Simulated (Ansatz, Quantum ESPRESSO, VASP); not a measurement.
## GaN: programs and potentials compared

```
Ga N
1.0
     3.18000    0.00000    0.00000
    -1.59000    2.75396    0.00000
     0.00000    0.00000    5.16600
Ga N
2 2
Cartesian
  1.5900 0.9180 2.5830
  0.0000 1.8360 0.0000
  1.5900 0.9180 4.5203
  0.0000 1.8360 1.9373
```

Alike in all runs: task band structure; functional revPBE; k mesh 10 × 10 × 5; occupations fermi-dirac, width 0.05 eV; no spin polarisation; no spin-orbit coupling. Pressure is positive in compression and, in plane waves, holds the error of the finite cutoff, which Ansatz's Pulay term estimates and takes out. Gaps are the smaller of the mesh's and the band path's.

```tsv
program and potentials	plane-wave cutoff (eV)	notes	band gap (eV)	pressure (GPa)	largest force (eV/Å)
Ansatz, Ansatz PAW	420	potentials made for PBE, which Ansatz adapts in part; Pulay term of +0.48 GPa included	1.99	10.37	0.141
VASP, PBE PAW files Ga_d, N, 520 eV	520	potentials made for PBE	2.02	10.19	0.138
Quantum ESPRESSO, PseudoDojo 0.4.1 SR PBE standard	1143	potentials made for PBE	2.10	10.54	0.144
```

Force on atom 2 (Ga), eV/Å:

```json
{"program and potentials": "Ansatz, Ansatz PAW", "x": "0.000", "y": "0.000", "z": "-0.141"}
{"program and potentials": "VASP, PBE PAW files Ga_d, N, 520 eV", "x": "0.000", "y": "0.000", "z": "-0.138"}
{"program and potentials": "Quantum ESPRESSO, PseudoDojo 0.4.1 SR PBE standard", "x": "0.000", "y": "0.000", "z": "-0.144"}
```

The band gap spans 1.99 (Ansatz, Ansatz PAW) to 2.10 eV (Quantum ESPRESSO, PseudoDojo 0.4.1 SR PBE standard). The pressure spans 10.19 (VASP, PBE PAW files Ga_d, N, 520 eV) to 10.54 GPa (Quantum ESPRESSO, PseudoDojo 0.4.1 SR PBE standard). Some sets were made for another functional than the one run, which can shift their rows. The cell lies far from this level's equilibrium.

The functional is the same throughout but for its coding, so the spread measures potentials, basis and numerics; runs on potential files found faulty are left out.
